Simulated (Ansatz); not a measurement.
An element in the bcc structure gives these cold pressures by all-electron LAPW under PBE (Ansatz 0.2.0, scalar-relativistic, no spin polarisation).

```
V (Å³/atom)  P (GPa)
      22.85    -0.02
      20.57    10.74
      18.28     27.1
      16.00     55.2
      13.71    102.7
      11.43    196.2
       9.14    405.1
```

Problem. Which element is it?

Solution. Zr. Its zero-pressure volume in this structure is near 22.9 Å³/atom; the volume and the steepness of P(V) together point to it, though neighbours can come close. Other candidates weren't computed, and some may come near.
